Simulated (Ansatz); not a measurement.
## Hf2S in Ansatz: the effect of strain

The system is Hf2S.

```xyz
6
Lattice="3.3743 0.0000 0.0000 -1.6871 2.9222 0.0000 0.0000 0.0000 11.2487" Properties=species:S:1:pos:R:3 pbc="T T T"
Hf    0.0000    1.9481    1.1270
Hf    1.6871    0.9741    6.7513
Hf    0.0000    1.9481    4.4974
Hf    1.6871    0.9741   10.1217
S     0.0000    0.0000    2.8122
S     0.0000    0.0000    8.4365
```

The cell comes from a database or a generator and needn't be the stable form of this composition.

Alike in all runs:

| Item | Value |
| --- | --- |
| Program | Ansatz 0.2.0 |
| Task | relaxation of the atoms |
| Functional | PBEsol |
| Potentials or basis | Ansatz PAW |
| Cutoff | 420 eV (not typed: the program's choice for these potentials) |
| k mesh | 8 × 8 × 2 |
| Occupations | fermi-dirac, width 0.05 eV |
| Spin | no spin polarisation |
| Kind of strain | uniaxial |

Each run relaxes the cell or the atoms first.

Problem. One run gave: pressure -8.2 GPa. Which strain did it use?
A. -0.02
B. 0.04
C. -0.04
D. 0
E. 0.02

Solution. B.

```tsv
strain	pressure (GPa)
-0.04	3.9
-0.02	0.3
-0.01	-1.3
0	-2.9
0.01	-4.3
0.02	-5.7
0.04	-8.2
```

Caveats: the PAW data sets come from PBE, with cores solved anew for the run's functional, which leaves a small shift of forces and pressure; the thresholds are loose for stress.
